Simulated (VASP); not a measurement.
# Ca (P6_3/mmc) in VASP: notebook

One crystal, Ca, is run at these levels: revPBE; tasks: relaxation of cell and atoms, single point.

Program: VASP 6.6.1. These are calculated values, not measurements. Logs are shortened: lines on timing, memory, paths and dates and some standing lists are left out, and cuts for length are marked.

## 1. The structure

The structure is hexagonal, space group P6_3/mmc (No. 194). Conventional cell: a = 3.952 Å, b = 3.952 Å, c = 6.453 Å, α = 90.00°, β = 90.00°, γ = 120.00°. Around Ca (site symmetry -6m2) lie 12 Ca at 3.95 Å.

The cell was built by a generator and needn't be a form met in nature.

## 2. Relaxation of cell and atoms, revPBE

Input file INCAR:

```
SYSTEM = Ca
ALGO = Fast ; EDIFF = 1E-7
EDIFFG = -0.01 ; ENCUT = 600
GGA = RE ; IBRION = 2
ISIF = 3 ; ISMEAR = -1
LASPH = .True. ; LCHARG = .False.
LREAL = .False. ; LWAVE = .False.
NELM = 60 ; NSW = 80
PREC = Accurate ; SIGMA = 0.1
```

Input file KPOINTS:

```
k-points
0
Gamma
  9 9 5
  0 0 0
```

Input file POSCAR:

```
Ca
1.0
    3.9515900202      0.0000000000      0.0000000000
   -1.9757950101      3.4221773429      0.0000000000
    0.0000000000      0.0000000000      6.4529465031
Ca
2
Direct
    0.3333333333      0.6666666667      0.2500000000
    0.6666666667      0.3333333333      0.7500000000
```

Potentials or basis: VASP PAW PBE potentials, release 64 (Ca_sv).

Started as:

```console
cat potpaw_PBE.64/Ca_sv/POTCAR > POTCAR
mpirun -np 1 vasp_std > vasp.out
```

OUTCAR:

```text
SYSTEM = Ca
   EDIFF = 1E-7
   EDIFFG = -0.01
   ENCUT = 600
   GGA = RE
   IBRION = 2
   ISIF = 3
   ISMEAR = -1
   LASPH = .True.
   LREAL = .False.
   NELM = 60
   NSW = 80
   PREC = Accurate

 ion  position               nearest neighbor table
   1  0.333  0.667  0.250-
   2  0.667  0.333  0.750-

  LATTYP: Found a hexagonal cell.
 ALAT       =     3.9515900202
 C/A-ratio  =     1.6330000000

  Lattice vectors:

 A1 = (   3.9515900202,   0.0000000000,   0.0000000000)
 A2 = (  -1.9757950101,   3.4221773429,   0.0000000000)
 A3 = (   0.0000000000,   0.0000000000,   6.4529465031)

Analysis of symmetry for initial positions (statically):
=====================================================================
 Subroutine PRICEL returns:
 Original cell was already a primitive cell.

 Routine SETGRP: Setting up the symmetry group for a
 hexagonal supercell.

 Subroutine GETGRP returns: Found 24 space group operations
 (whereof 12 operations were pure point group operations)
 out of a pool of 24 trial point group operations.

The static configuration has the point symmetry D_3d.
 The point group associated with its full space group is D_6h.

Analysis of symmetry for dynamics (positions and initial velocities):
=====================================================================
 Subroutine PRICEL returns:
 Original cell was already a primitive cell.

 Routine SETGRP: Setting up the symmetry group for a
 hexagonal supercell.

 Subroutine GETGRP returns: Found 24 space group operations
 (whereof 12 operations were pure point group operations)
 out of a pool of 24 trial point group operations.

The dynamic configuration has the point symmetry D_3d.
 The point group associated with its full space group is D_6h.

 Subroutine INISYM returns: Found 24 space group operations
 (whereof 12 operations are pure point group operations),
 and found     1 'primitive' translations

----------------------------------------------------------------------------------------

                                     Primitive cell

  volume of cell :      87.2635

  direct lattice vectors                    reciprocal lattice vectors
     3.951590020  0.000000000  0.000000000     0.253062690  0.146105812  0.000000000
    -1.975795010  3.422177343  0.000000000     0.000000000  0.292211624  0.000000000
     0.000000000  0.000000000  6.452946503     0.000000000  0.000000000  0.154967967

  length of vectors
     3.951590020  3.951590020  6.452946503     0.292211624  0.292211624  0.154967967

[... 105 lines left out ...]
   GGA     = RE    functional components
   LHFCALC =     F    Hartree Fock is set to
   AEXX    =    0.0000 exact exchange contribution
   IVDW    =     0    specifies the selected vdW correction
   LEPSILON=     F    determine dielectric tensor
   LRPA    =     F    only Hartree local field effects (RPA)
 conjugate gradient relaxation of ions
 non-spin polarized calculation
 RMM-DIIS sequential band-by-band and
  energy-cutoff  :      600.00
  volume of cell :       87.26
 maximum number of plane-waves:      2931
 NGX is ok and might be reduce to    32
   NGX = 15   NGY = 15   NGZ = 25

--------------------------------------- Ionic step        1  -------------------------------------------

 number of electron      20.0000001 magnetization

 Free energy of the ion-electron system (eV)
  ---------------------------------------------------
  ext. energy  EPLUGINS =         0.00000000
  ---------------------------------------------------
  free energy    TOTEN  =        -3.56306865 eV

  energy without entropy =       -3.47676761  energy(sigma->0) =       -3.51991813

------------------------ aborting loop because EDIFF is reached ----------------------------------------

  FORCE on cell =-STRESS in cart. coord.  units (eV):
  Direction    XX          YY          ZZ          XY          YZ          ZX
  --------------------------------------------------------------------------------------
  -------------------------------------------------------------------------------------
  Total        0.0995641      0.0995641      0.2083517      0.0000000     -0.0000000      0.0000000
  in kB        1.8280197      1.8280197      3.8253845      0.0000000     -0.0000000      0.0000000
  external PRESSURE =       2.4938080 kB  Pullay stress =       0.0000000 kB
[... 59 lines left out ...]
--------------------------------------- Ionic step        3  -------------------------------------------

 number of electron      20.0000003 magnetization

 Free energy of the ion-electron system (eV)
  ---------------------------------------------------
  ext. energy  EPLUGINS =         0.00000000
  ---------------------------------------------------
  free energy    TOTEN  =        -3.56423501 eV

  energy without entropy =       -3.47808708  energy(sigma->0) =       -3.52116105

 E-fermi :   1.8821     XC(G=0):  -7.4888

 val. band max:        1.8585295732   @ k =   0.2222   0.1111   0.0000
 cond. band min:       1.9147117276   @ k =   0.2222   0.1111   0.0000
 fundamental gap:      0.0561821544
 Fermi energy:         1.8820586177

 k-point     1 :       0.0000    0.0000    0.0000
  band No.  band energies     occupation
      1     -40.3490      2.00000
      2     -40.3386      2.00000
      3     -21.3360      2.00000
      4     -21.2466      2.00000
      5     -21.2466      2.00000
      6     -21.2310      2.00000
      7     -21.2310      2.00000
      8     -21.2238      2.00000
      9      -2.0788      2.00000
     10       0.8917      1.99990
     11       1.6235      1.85990
     12       4.1413      0.00000
     13       4.1591      0.00000
     14       4.1597      0.00000
[... 377 lines left out ...]
      1     -40.3357      2.00000
      2     -40.3357      2.00000
      3     -21.3128      2.00000
      4     -21.3086      2.00000
      5     -21.3086      2.00000
      6     -21.2864      2.00000
      7     -21.2585      2.00000
      8     -21.2585      2.00000
      9       1.7473      1.58735
     10       1.7633      1.53257
     11       1.7633      1.53257
     12       2.4006      0.01113
     13       3.0755      0.00001
     14       3.0756      0.00001

 [... further k-points ...]

------------------------ aborting loop because EDIFF is reached ----------------------------------------

  FORCE on cell =-STRESS in cart. coord.  units (eV):
  Direction    XX          YY          ZZ          XY          YZ          ZX
  --------------------------------------------------------------------------------------
  -------------------------------------------------------------------------------------
  Total       -0.0157566     -0.0157566      0.0104052     -0.0000000     -0.0000000      0.0000000
  in kB       -0.2848631     -0.2848631      0.1881157     -0.0000000     -0.0000000      0.0000000
  external PRESSURE =      -0.1272035 kB  Pullay stress =       0.0000000 kB
[... 17 lines left out ...]
  FREE ENERGIE OF THE ION-ELECTRON SYSTEM (eV)
  ---------------------------------------------------
  free  energy   TOTEN  =        -3.5642350129 eV

  energy  without entropy=       -3.4780870809  energy(sigma->0) =       -3.52116105

 reached required accuracy - stopping structural energy minimisation
```

OSZICAR:

```text
N       E                     dE             d eps       ncg     rms          rms(c)
DAV:   1     0.179695666330E+03    0.17970E+03   -0.10959E+04  1008   0.142E+03
DAV:   2     0.586129050538E+01   -0.17383E+03   -0.17243E+03  1116   0.375E+02
DAV:   3    -0.314331470092E+01   -0.90046E+01   -0.89321E+01  1992   0.649E+01
[... 44 lines left out ...]
RMM:   8    -0.356423328105E+01    0.32929E-05   -0.12239E-05  1289   0.348E-02    0.921E-03
RMM:   9    -0.356423478994E+01   -0.15089E-05   -0.62300E-06  1387   0.202E-02    0.608E-04
RMM:  10    -0.356423510179E+01   -0.31185E-06   -0.33956E-06  1335   0.988E-03    0.775E-04
RMM:  11    -0.356423508642E+01    0.15372E-07   -0.13834E-06  1119   0.677E-03    0.471E-04
RMM:  12    -0.356423501287E+01    0.73550E-07   -0.88328E-07  1043   0.543E-03
   3 F= -.35642350E+01 E0= -.35211610E+01  d E =-.116636E-02
```

Wall time 2.9 min (1 thread of AMD EPYC 7R13 (Zen 3), shared host); peak memory 0.22 GiB.

Results:

```
Free energy                            : -3.5642 eV
Relaxed volume                         : 44.31 Å³/atom
Relaxed cell                           : a = 3.967 Å, b = 3.967 Å, c = 6.504 Å, α = 90.00°, β = 90.00°, γ = 120.00°
Space group after relaxing (to 0.05 Å) : P6_3/mmc (No. 194)
Energy gained by relaxing              : 0.6 meV/atom
Ionic steps                            : 3
Pressure after relaxing                : 0.0 GPa
Band gap on the k mesh                 : none (metal or under the smearing width)
```

Step by step:
| step | energy change (eV) | largest force (eV/Å) | pressure (GPa) | volume (Å³) |
| --- | --- | --- | --- | --- |
| 1 | 0.0000 | 0.0000 | 0.25 | 87.26 |
| 2 | -0.0010 | 0.0000 | 0.08 | 88.12 |
| 3 | -0.0012 | 0.0000 | -0.01 | 88.62 |

Final structure:
```
Ca
1.0
     3.96654    0.00000    0.00000
    -1.98327    3.43512    0.00000
     0.00000    0.00000    6.50403
Ca
2
Direct
  0.33333 0.66667 0.25000
  0.66667 0.33333 0.75000
```

Caveat: the PAW data sets were made with another functional, which shifts forces and pressure a little.

## 3. Single point, revPBE

This run uses another cell than the first one, of 38.89 Å³/atom, 0.891 times its volume.

Input file INCAR:

```
PREC     = Accurate       # precision mode
ENCUT    = 520            # plane-wave cutoff, eV
EDIFF    = 1E-6           # SCF threshold, eV
ISMEAR   = -1             # smearing method
SIGMA    = 0.1            # smearing width, eV
LREAL    = F              # projectors in reciprocal space
LASPH    = T              # aspherical terms in the spheres
NELM     = 60             # most SCF steps
ALGO     = Normal         # electronic algorithm
ISIF     = 2              # what is computed and relaxed
LWAVE    = F              # write WAVECAR
LCHARG   = F              # write CHGCAR
GGA      = RE             # functional
NBANDS   = 17             # bands
```

Input file KPOINTS:

```
regular mesh
0
Gamma
  10 10 6
```

Input file POSCAR:

```
Ca
1.0
    3.7959569757      0.0000000000      0.0000000000
   -1.8979784879      3.2873951727      0.0000000000
    0.0000000000      0.0000000000      6.2331256075
Ca
2
Direct
    0.3333333333      0.6666666667      0.2500000000
    0.6666666667      0.3333333333      0.7500000000
```

Potentials or basis: VASP PAW PBE potentials, release 64 (Ca_sv).

Started as:

```console
cat potpaw_PBE.64/Ca_sv/POTCAR > POTCAR
mpirun -np 1 vasp_std > vasp.out
```

OUTCAR:

```text
PREC = Accurate
   ENCUT = 520
   EDIFF = 1E-6
   ISMEAR = -1
   LREAL = F
   LASPH = T
   NELM = 60
   ISIF = 2
   GGA = RE

 ion  position               nearest neighbor table
   1  0.333  0.667  0.250-
   2  0.667  0.333  0.750-

  LATTYP: Found a hexagonal cell.
 ALAT       =     3.7959569757
 C/A-ratio  =     1.6420432706

  Lattice vectors:

 A1 = (   3.7959569757,   0.0000000000,   0.0000000000)
 A2 = (  -1.8979784879,   3.2873951727,   0.0000000000)
 A3 = (   0.0000000000,   0.0000000000,   6.2331256075)

Analysis of symmetry for initial positions (statically):
=====================================================================
 Subroutine PRICEL returns:
 Original cell was already a primitive cell.

 Routine SETGRP: Setting up the symmetry group for a
 hexagonal supercell.

 Subroutine GETGRP returns: Found 24 space group operations
 (whereof 12 operations were pure point group operations)
 out of a pool of 24 trial point group operations.

The static configuration has the point symmetry D_3d.
 The point group associated with its full space group is D_6h.

Analysis of symmetry for dynamics (positions and initial velocities):
=====================================================================
 Subroutine PRICEL returns:
 Original cell was already a primitive cell.

 Routine SETGRP: Setting up the symmetry group for a
 hexagonal supercell.

 Subroutine GETGRP returns: Found 24 space group operations
 (whereof 12 operations were pure point group operations)
 out of a pool of 24 trial point group operations.

The dynamic configuration has the point symmetry D_3d.
 The point group associated with its full space group is D_6h.

 Subroutine INISYM returns: Found 24 space group operations
 (whereof 12 operations are pure point group operations),
 and found     1 'primitive' translations

[... 110 lines left out ...]
   EFERMI_NEDOS =   21; number of points for ismear=-14 and -15
   IALGO  =     38    algorithm
   IMIX   =      4    mixing-type and parameters
     AMIX     =   0.40;   BMIX     =  1.00
     AMIX_MAG =   1.60;   BMIX_MAG =  1.00
  volume/ion in A,a.u.               =      38.89       262.45
  Fermi-wavevector in a.u.,A,eV,Ry     =   1.041019  1.967240 14.744901  1.083720
  Thomas-Fermi vector in A             =   2.175620
   LORBIT       =      0    0 simple, 1 ext, 2 COOP (PROOUT), +10 PAW based schemes
   GGA     = RE    functional components
   LHFCALC =     F    Hartree Fock is set to
   AEXX    =    0.0000 exact exchange contribution
   IVDW    =     0    specifies the selected vdW correction
   LEPSILON=     F    determine dielectric tensor
   LRPA    =     F    only Hartree local field effects (RPA)
 non-spin polarized calculation
  energy-cutoff  :      520.00
  volume of cell :       77.78
 maximum number of plane-waves:      2114
   NGX = 15   NGY = 15   NGZ = 23

 number of electron      20.0000003 magnetization

 Free energy of the ion-electron system (eV)
  ---------------------------------------------------
  ext. energy  EPLUGINS =         0.00000000
  ---------------------------------------------------
  free energy    TOTEN  =        -3.48536350 eV

  energy without entropy =       -3.40216524  energy(sigma->0) =       -3.44376437

 E-fermi :   2.4236     XC(G=0):  -7.8916

 val. band max:        2.3803115359   @ k =   0.3000   0.3000   0.0000
 cond. band min:       2.4384826061   @ k =   0.3000   0.3000   0.1667
 fundamental gap:      0.0581710702
 Fermi energy:         2.4235950461

 k-point     1 :       0.0000    0.0000    0.0000
  band No.  band energies     occupation
      1     -39.5166      2.00000
      2     -39.4974      2.00000
      3     -20.5532      2.00000
      4     -20.4065      2.00000
      5     -20.4065      2.00000
      6     -20.3822      2.00000
[... 457 lines left out ...]
      4     -20.5233      2.00000
      5     -20.4646      2.00000
      6     -20.4490      2.00000
[... 9 lines left out ...]
     16       6.3470      0.00000
     17       6.5147      0.00000

 [... further k-points ...]

------------------------ aborting loop because EDIFF is reached ----------------------------------------

  FORCE on cell =-STRESS in cart. coord.  units (eV):
  Direction    XX          YY          ZZ          XY          YZ          ZX
  --------------------------------------------------------------------------------------
  -------------------------------------------------------------------------------------
  Total        1.2189818      1.2189818      1.3322294     -0.0000000      0.0000000      0.0000000
  in kB       25.1089595     25.1089595     27.4416693     -0.0000000      0.0000000      0.0000000
  external PRESSURE =      25.8865294 kB  Pullay stress =       0.0000000 kB

 VOLUME and BASIS-vectors are now :
 -----------------------------------------------------------------------------
  energy-cutoff  :      520.00
  volume of cell :       77.78
      direct lattice vectors                 reciprocal lattice vectors
     3.795956976  0.000000000  0.000000000     0.263438181  0.152096105  0.000000000
    -1.897978488  3.287395173  0.000000000     0.000000000  0.304192209  0.000000000
     0.000000000  0.000000000  6.233125607     0.000000000  0.000000000  0.160433154

 POSITION                                       TOTAL-FORCE (eV/Angst)
 -----------------------------------------------------------------------------------
     -0.00000      2.19160      1.55828        -0.000000      0.000000      0.000000
      1.89798      1.09580      4.67484         0.000000      0.000000      0.000000
 -----------------------------------------------------------------------------------
    total drift:                               -0.000000      0.000000     -0.000000

  FREE ENERGIE OF THE ION-ELECTRON SYSTEM (eV)
  ---------------------------------------------------
  free  energy   TOTEN  =        -3.4853634976 eV

  energy  without entropy=       -3.4021652394  energy(sigma->0) =       -3.44376437
```

It took 49 s on 1 thread of AMD EPYC 7R13 (Zen 3), shared host; peak memory 0.19 GiB.

Results:

| Item | Value |
| --- | --- |
| Free energy | -3.4854 eV |
| Pressure | 2.6 GPa |
| Band gap on the k mesh | none (metal or under the smearing width) |

Caveat: the PAW data sets were made with another functional, which shifts forces and pressure a little.
